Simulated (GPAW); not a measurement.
FePt (Tetraferroplatinum):

```
Pt Fe
1.0
     2.72350    0.00000    0.00000
     0.00000    2.72350    0.00000
     0.00000    0.00000    3.72000
Pt Fe
1 1
Direct
  0.50000 0.50000 0.50000
  0.00000 0.00000 0.00000
```

Base run:

* Program: GPAW 26.7.0
* Functional: PBE
* Potentials or basis: GPAW PAW data sets (gpaw-data 1.2.1)
* Cutoff: 600 eV
* Basis: pw
* k mesh: 7 × 7 × 5
* Occupations: fermi-dirac, width 0.05 eV
* Spin: collinear spin, ferromagnetic start
* Starting moments: [0.0, 3.0] μB
* Hubbard terms: Fe d U = 2 eV

Its results: band gap on the k mesh none (metal or under the smearing width); pressure 10.1 GPa; net moment 3.56 μB per cell; site moments Pt +0.33; Fe +3.26 μB.

Question: The run is repeated on the same cell with these changes: hubbard terms from Fe d U = 2 eV to Fe d U = 6 eV. What comes out?

Answer: Band gap on the k mesh none (metal or under the smearing width); pressure 19.8 GPa; net moment 4.08 μB per cell; site moments Pt +0.36; Fe +3.77 μB.

Caveats: the U is typed as a test and isn't derived for this compound.
